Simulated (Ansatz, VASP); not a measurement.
This is a calculation of AlPt for VASP 6.6.1. Measurements of this composition are mostly on another form, of space group No. 198.

INCAR

```
ALGO = Fast
EDIFF = 1E-7
ENCUT = 520
GGA = CA
ISIF = 2
ISMEAR = 0
LASPH = T
LCHARG = F
LREAL = F
LWAVE = F
NELM = 80
PREC = Accurate
SIGMA = 0.05
```

File KPOINTS:

```
k-points
0
Gamma
  9 9 9
```

The input POSCAR:

```
AlPt
3.0915
    1.000014879508      0.000000000000      0.000000000000
    0.000000000000      1.000014879508      0.000000000000
    0.000000000000      0.000000000000      1.000014879508
Pt Al
1 1
Direct
    0.5000000000      0.5000000000      0.5000000000
    0.0000000000      0.0000000000      0.0000000000
```

Potentials or basis: VASP PAW LDA potentials, release 54 (Pt, Al).

Command:

```bash
$ cat potpaw_LDA.54/Pt/POTCAR potpaw_LDA.54/Al/POTCAR > POTCAR
$ mpirun -np 1 vasp_std > vasp.out
```

What does the same run look like in Ansatz 0.2.0? Potentials or basis there: Ansatz PAW, cutoff 420 eV.

As run (cutoffs and basis follow the program's own potentials, and thresholds, step limits or extra output files can differ):

The input input.yaml:

```yaml
crystal:
  lattice:
    - [3.091546, 0.0, 0.0]
    - [0.0, 3.091546, 0.0]
    - [0.0, 0.0, 3.091546]
  atoms:
    - { symbol: Pt, position: [0.5, 0.5, 0.5] }
    - { symbol: Al, position: [0.0, 0.0, 0.0] }
hamiltonian:
  xc: lda
  pseudopotentials: { kind: paw }
kpoints:
  mp_grid: { grid: [9, 9, 9] }
scf:
  occupations: { method: gaussian, width: 0.05 }
output:
  forces: true
  stress: true
  eigenvalues: true
  write_density: true
  write_potential: true
  elf: true
  volumetric_format: npy
```

Potentials or basis: Ansatz PAW.

Command:

```sh
$ ansatz run input.yaml --threads 2 --pin off --max-ram 5632MiB --backend cpu --events-out ev --progress --plain --runs-dir out
```

Both were run:

|  | VASP | Ansatz |
| --- | --- | --- |
| Pressure | -9.3 GPa | -9.8 GPa |

Ansatz's pressure holds a Pulay term of +0.05 GPa for its cutoff of 420 eV, which the other run lacks.

The potentials hold 13 and 21 valence electrons a cell.

Ansatz's potentials were made for PBE.

Where Ansatz's input types no cutoff or centring, it takes its own default and a Γ-centred mesh.

The two programs' LDA may be different fits to the electron gas.

Pressure is positive in compression.
